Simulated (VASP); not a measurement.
# ZnS (F-43m) in VASP: notebook

The runs below take ZnS through relaxation of the atoms, with PBEsol.

Everything below comes from runs of VASP 6.6.1. Logs are shortened: lines on timing, memory, paths and dates and some standing lists are left out, and cuts for length are marked.

### Step 1. The undisturbed crystal

The structure is cubic, space group F-43m (No. 216). Conventional cell: a = 5.404 Å, b = 5.404 Å, c = 5.404 Å, α = 90.00°, β = 90.00°, γ = 90.00°. Zn (site symmetry -43m) is surrounded by 4 S at 2.34 Å. Around S (site symmetry -43m) lie 4 Zn at 2.34 Å.

### Step 2. Relaxation of the atoms, PBEsol (a relaxed cell with its volume scaled by 0.94)

INCAR

```
ALGO     = Fast           # electronic algorithm
EDIFF    = 1E-7           # SCF threshold, eV
EDIFFG   = -0.01          # ionic threshold
ENCUT    = 600            # plane-wave cutoff, eV
GGA      = PS             # functional
IBRION   = 2              # ionic algorithm
ISIF     = 2              # what is computed and relaxed
ISMEAR   = 0              # smearing method
LASPH    = True           # aspherical terms in the spheres
LCHARG   = False          # write CHGCAR
LREAL    = False          # projectors in reciprocal space
LWAVE    = False          # write WAVECAR
NELM     = 80             # most SCF steps
NSW      = 40             # ionic steps
PREC     = Accurate       # precision mode
SIGMA    = 0.03           # smearing width, eV
```

KPOINTS

```
k-points
0
Gamma
  10 10 10
```

POSCAR

```
ZnS                                     
1.0
    0.0000000000      2.6256154441      2.6256154441
    2.6256154441      0.0000000000      2.6256154441
    2.6256154441      2.6256154441      0.0000000000
  Zn              S             
     1     1
Direct
     0.2500000000000000    0.2500000000000000    0.2500000000000000
     0.0000000000000000    0.0000000000000000    0.0000000000000000
```

Potentials or basis: VASP PAW PBE potentials, release 64 (Zn, S).

Launch:

```
cat potpaw_PBE.64/Zn/POTCAR potpaw_PBE.64/S/POTCAR > POTCAR
mpirun -np 1 vasp_std > vasp.out
```

OUTCAR:

```text
EDIFF = 1E-7
   EDIFFG = -0.01
   ENCUT = 600
   GGA = PS
   IBRION = 2
   ISIF = 2
   ISMEAR = 0
   LASPH = True
   LREAL = False
   NELM = 80
   NSW = 40
   PREC = Accurate

 ion  position               nearest neighbor table
   1  0.250  0.250  0.250-   2 2.27   2 2.27   2 2.27   2 2.27
   2  0.000  0.000  0.000-   1 2.27   1 2.27   1 2.27   1 2.27

  LATTYP: Found a face centered cubic cell.
 ALAT       =     5.2512308882

  Lattice vectors:

 A1 = (   0.0000000000,   2.6256154441,   2.6256154441)
 A2 = (   2.6256154441,   0.0000000000,   2.6256154441)
 A3 = (   2.6256154441,   2.6256154441,   0.0000000000)

Analysis of symmetry for initial positions (statically):
=====================================================================
 Subroutine PRICEL returns:
 Original cell was already a primitive cell.

 Routine SETGRP: Setting up the symmetry group for a
 face centered cubic supercell.

 Subroutine GETGRP returns: Found 24 space group operations
 (whereof 24 operations were pure point group operations)
 out of a pool of 48 trial point group operations.

The static configuration has the point symmetry T_d .

Analysis of symmetry for dynamics (positions and initial velocities):
=====================================================================
 Subroutine PRICEL returns:
 Original cell was already a primitive cell.

 Routine SETGRP: Setting up the symmetry group for a
 face centered cubic supercell.

 Subroutine GETGRP returns: Found 24 space group operations
 (whereof 24 operations were pure point group operations)
 out of a pool of 48 trial point group operations.

The dynamic configuration has the point symmetry T_d .

 Subroutine INISYM returns: Found 24 space group operations
 (whereof 24 operations are pure point group operations),
 and found     1 'primitive' translations

----------------------------------------------------------------------------------------

                                     Primitive cell

  volume of cell :      36.2012

  direct lattice vectors                    reciprocal lattice vectors
     0.000000000  2.625615444  2.625615444    -0.190431543  0.190431543  0.190431543
     2.625615444  0.000000000  2.625615444     0.190431543 -0.190431543  0.190431543
     2.625615444  2.625615444  0.000000000     0.190431543  0.190431543 -0.190431543

  length of vectors
     3.713180971  3.713180971  3.713180971     0.329837108  0.329837108  0.329837108

  position of ions in fractional coordinates (direct lattice)
     0.250000000  0.250000000  0.250000000
     0.000000000  0.000000000  0.000000000

  ion indices of the primitive-cell ions
   primitive index   ion index
                 1           1
                 2           2

[... 83 lines left out ...]
   NUPDOWN=      -1.0000    fix difference up-down
   EMIN   =  10.00;   EMAX   =-10.00  energy-range for DOS
   EFERMI =   0.00;   METHOD = LEGACY
   ISMEAR =     0;   SIGMA  =   0.03  broadening in eV -4-tet -1-fermi 0-gaus
   EFERMI_NEDOS =   21; number of points for ismear=-14 and -15
   IALGO  =     68    algorithm
   IMIX   =      4    mixing-type and parameters
     AMIX     =   0.40;   BMIX     =  1.00
     AMIX_MAG =   1.60;   BMIX_MAG =  1.00
  volume/ion in A,a.u.               =      18.10       122.15
  Fermi-wavevector in a.u.,A,eV,Ry     =   1.296954  2.450888 22.886217  1.682089
  Thomas-Fermi vector in A             =   2.428377
   LORBIT       =      0    0 simple, 1 ext, 2 COOP (PROOUT), +10 PAW based schemes
   GGA     = PS    functional components
   LHFCALC =     F    Hartree Fock is set to
   AEXX    =    0.0000 exact exchange contribution
   IVDW    =     0    specifies the selected vdW correction
   LEPSILON=     F    determine dielectric tensor
   LRPA    =     F    only Hartree local field effects (RPA)
 conjugate gradient relaxation of ions
 non-spin polarized calculation
 RMM-DIIS sequential band-by-band and
 Gauss-broadening in eV      SIGMA  =   0.03
  energy-cutoff  :      600.00
  volume of cell :       36.20
 maximum number of plane-waves:      1243
 NGX is ok and might be reduce to    30
   NGX = 15   NGY = 15   NGZ = 15

 number of electron      17.9999985 magnetization

 Free energy of the ion-electron system (eV)
  ---------------------------------------------------
  ext. energy  EPLUGINS =         0.00000000
  ---------------------------------------------------
  free energy    TOTEN  =        -7.55030150 eV

  energy without entropy =       -7.55030150  energy(sigma->0) =       -7.55030150

 E-fermi :   3.0682     XC(G=0): -10.2590

 val. band max:        2.8588837037   @ k =   0.0000   0.0000   0.0000
 cond. band min:       5.2170548908   @ k =   0.0000   0.0000   0.0000
 fundamental gap:      2.3581711871
 Fermi energy:         3.0682393561

 k-point     1 :       0.0000    0.0000    0.0000
  band No.  band energies     occupation
      1     -10.9396      2.00000
      2      -3.9053      2.00000
      3      -3.9053      2.00000
      4      -3.9053      2.00000
      5      -3.2994      2.00000
      6      -3.2994      2.00000
      7       2.8589      2.00000
      8       2.8589      2.00000
      9       2.8589      2.00000
     10       5.2171      0.00000
     11       9.0903      0.00000
     12       9.0903      0.00000
     13       9.0903      0.00000
[... 354 lines left out ...]
  band No.  band energies     occupation
      1      -9.7931      2.00000
      2      -4.0007      2.00000
      3      -3.6114      2.00000
      4      -3.6048      2.00000
      5      -3.2858      2.00000
      6      -3.2273      2.00000
      7      -1.1649      2.00000
      8       0.5513      2.00000
      9       0.7925      2.00000
     10       6.6253      0.00000
     11       7.5382      0.00000
     12      11.8188      0.00000
     13      12.7624      0.00000

 [... further k-points ...]
[... 5 lines left out ...]
  --------------------------------------------------------------------------------------
  -------------------------------------------------------------------------------------
  Total        1.2788184      1.2788184      1.2788184      0.0000000     -0.0000000     -0.0000000
  in kB       56.5973512     56.5973512     56.5973512      0.0000000     -0.0000000     -0.0000000
  external PRESSURE =      56.5973512 kB  Pullay stress =       0.0000000 kB

 VOLUME and BASIS-vectors are now :
 -----------------------------------------------------------------------------
  energy-cutoff  :      600.00
  volume of cell :       36.20
      direct lattice vectors                 reciprocal lattice vectors
     0.000000000  2.625615444  2.625615444    -0.190431543  0.190431543  0.190431543
     2.625615444  0.000000000  2.625615444     0.190431543 -0.190431543  0.190431543
     2.625615444  2.625615444  0.000000000     0.190431543  0.190431543 -0.190431543

 POSITION                                       TOTAL-FORCE (eV/Angst)
 -----------------------------------------------------------------------------------
      1.31281      1.31281      1.31281        -0.000000     -0.000000     -0.000000
      0.00000      0.00000      0.00000         0.000000      0.000000      0.000000
 -----------------------------------------------------------------------------------
    total drift:                               -0.000000     -0.000000     -0.000000

  FREE ENERGIE OF THE ION-ELECTRON SYSTEM (eV)
  ---------------------------------------------------
  free  energy   TOTEN  =        -7.5503015010 eV

  energy  without entropy=       -7.5503015010  energy(sigma->0) =       -7.55030150

 reached required accuracy - stopping structural energy minimisation
```

OSZICAR:

```text
N       E                     dE             d eps       ncg     rms          rms(c)
DAV:   1     0.863593592379E+02    0.86359E+02   -0.97057E+03  1222   0.186E+03
DAV:   2    -0.218256469612E+01   -0.88542E+02   -0.84101E+02  1312   0.305E+02
DAV:   3    -0.789738879481E+01   -0.57148E+01   -0.56838E+01  1522   0.726E+01
DAV:   4    -0.797106318993E+01   -0.73674E-01   -0.73637E-01  1367   0.871E+00
DAV:   5    -0.797206185785E+01   -0.99867E-03   -0.99864E-03  1537   0.102E+00    0.789E+00
RMM:   6    -0.758165994777E+01    0.39040E+00   -0.11610E+00  1222   0.127E+01    0.619E+00
RMM:   7    -0.755109251744E+01    0.30567E-01   -0.26314E-01  1222   0.596E+00    0.274E+00
RMM:   8    -0.755160554321E+01   -0.51303E-03   -0.67928E-02  1222   0.230E+00    0.110E+00
RMM:   9    -0.755015246491E+01    0.14531E-02   -0.17014E-02  1222   0.180E+00    0.291E-01
RMM:  10    -0.755012544257E+01    0.27022E-04   -0.48008E-03  1222   0.841E-01    0.100E-01
RMM:  11    -0.755027852064E+01   -0.15308E-03   -0.14724E-03  1265   0.365E-01    0.156E-01
RMM:  12    -0.755029689041E+01   -0.18370E-04   -0.30073E-04  1259   0.160E-01    0.308E-02
RMM:  13    -0.755030091036E+01   -0.40199E-05   -0.40344E-05  1278   0.654E-02    0.338E-02
RMM:  14    -0.755030204553E+01   -0.11352E-05   -0.12205E-05  1185   0.294E-02    0.271E-02
RMM:  15    -0.755030151033E+01    0.53520E-06   -0.36390E-06  1185   0.248E-02    0.815E-03
RMM:  16    -0.755030148956E+01    0.20768E-07   -0.11960E-06  1174   0.118E-02    0.707E-03
RMM:  17    -0.755030150103E+01   -0.11473E-07   -0.24812E-07   873   0.422E-03
   1 F= -.75503015E+01 E0= -.75503015E+01  d E =-.755030E+01
```

CONTCAR:

```text
ZnS
   1.00000000000000
     0.0000000000000000    2.6256154441000001    2.6256154441000001
     2.6256154441000001    0.0000000000000000    2.6256154441000001
     2.6256154441000001    2.6256154441000001    0.0000000000000000
  Zn              S
     1     1
Direct
     0.2500000000000000    0.2500000000000000    0.2500000000000000
     0.0000000000000000    0.0000000000000000    0.0000000000000000

  0.00000000E+00  0.00000000E+00  0.00000000E+00
  0.00000000E+00  0.00000000E+00  0.00000000E+00
```

Run time: 25 s. Hardware: 1 thread of Intel Xeon Platinum 8559C (Emerald Rapids), shared host; peak memory 0.17 GiB.

Results:

```yaml
Free_energy: -7.5503 eV
Pressure_after_relaxing: 5.7 GPa
Band_gap_on_the_k_mesh: 2.36 eV, direct
```

Final structure:
```xyz
2
Lattice="0.0000 2.6256 2.6256 2.6256 0.0000 2.6256 2.6256 2.6256 0.0000" Properties=species:S:1:pos:R:3 pbc="T T T"
Zn    1.3128    1.3128    1.3128
S     0.0000    0.0000    0.0000
```

Caveat: the relaxation stopped at its first step, so nothing moved; the PAW data sets were made with another functional, which shifts forces and pressure a little.

### Step 3. Relaxation of the atoms, PBEsol (a relaxed cell with its volume scaled by 0.96)

INCAR is that of step 2.

KPOINTS is that of step 2.

POSCAR

```
ZnS                                     
1.0
    0.0000000000      2.6441063029      2.6441063029
    2.6441063029      0.0000000000      2.6441063029
    2.6441063029      2.6441063029      0.0000000000
  Zn              S             
     1     1
Direct
     0.2500000000000000    0.2500000000000000    0.2500000000000000
     0.0000000000000000    0.0000000000000000    0.0000000000000000
```

Potentials or basis: VASP PAW PBE potentials, release 64 (Zn, S).

Launch:

```
cat potpaw_PBE.64/Zn/POTCAR potpaw_PBE.64/S/POTCAR > POTCAR
mpirun -np 1 vasp_std > vasp.out
```

Run time: 27 s. Hardware: 1 thread of Intel Xeon Platinum 8559C (Emerald Rapids), shared host; peak memory 0.17 GiB.

It converged, with:

```yaml
Free_energy: -7.5723 eV
Pressure_after_relaxing: 3.6 GPa
Band_gap_on_the_k_mesh: 2.26 eV, direct
```

Final structure:
```cif
data_structure
_symmetry_space_group_name_H-M 'P 1'
_symmetry_Int_Tables_number 1
_cell_length_a 3.7393
_cell_length_b 3.7393
_cell_length_c 3.7393
_cell_angle_alpha 60.000
_cell_angle_beta 60.000
_cell_angle_gamma 60.000
_cell_volume 36.97
loop_
_atom_site_label
_atom_site_type_symbol
_atom_site_fract_x
_atom_site_fract_y
_atom_site_fract_z
_atom_site_occupancy
Zn1 Zn 0.25000 0.25000 0.25000 1
S1 S 0.00000 0.00000 0.00000 1
```

Levels at points of the mesh, in eV from the valence-band top:
```tsv
k point	band 6	band 7	band 8	band 9	band 10	band 11	band 12	band 13
(0.00, 0.00, 0.00)	-6.08	0.00	0.00	0.00	2.26	6.25	6.25	6.25
(0.50, 0.00, 0.00)	-5.90	-5.77	-0.98	-0.98	3.32	6.79	6.79	8.93
(0.50, 0.50, 0.00)	-5.84	-4.87	-2.50	-2.50	3.08	3.94	11.31	12.33
```

Caveat: the relaxation stopped at its first step, so nothing moved; the PAW data sets were made with another functional, which shifts forces and pressure a little.
